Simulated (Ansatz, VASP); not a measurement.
# Two plane-wave programs on Ti

```
CELL_PARAMETERS angstrom
0.00000 2.00256 2.00256
2.00256 0.00000 2.00256
2.00256 2.00256 0.00000
ATOMIC_POSITIONS crystal
Ti 0.00000 0.00000 0.00000
```

Change from the starting cell: volume scaled by 0.96.

Alike in both runs: task single point; functional PBE; k mesh 11 × 11 × 11; occupations fermi-dirac, width 0.05 eV; no spin polarisation.

```csv
,VASP,Ansatz
version,VASP 6.6.1,Ansatz 0.2.0
potentials or method,"VASP PAW PBE potentials, release 64 (Ti_sv)",Ansatz PAW
plane-wave cutoff (eV),520,420
valence electrons in the cell,12,12
```

Ansatz gave:

```
gap on the k mesh at the Fermi level (eV) : none
pressure (GPa)                            : 9.5
```

**Question.** Which values does VASP return?

**Answer.** gap on the k mesh at the Fermi level (eV): none; pressure (GPa): 9.1.

A gap of «none» marks a metal or a gap that the smearing closes. With one functional, cell and mesh, what is left measures potentials, basis and numerics.
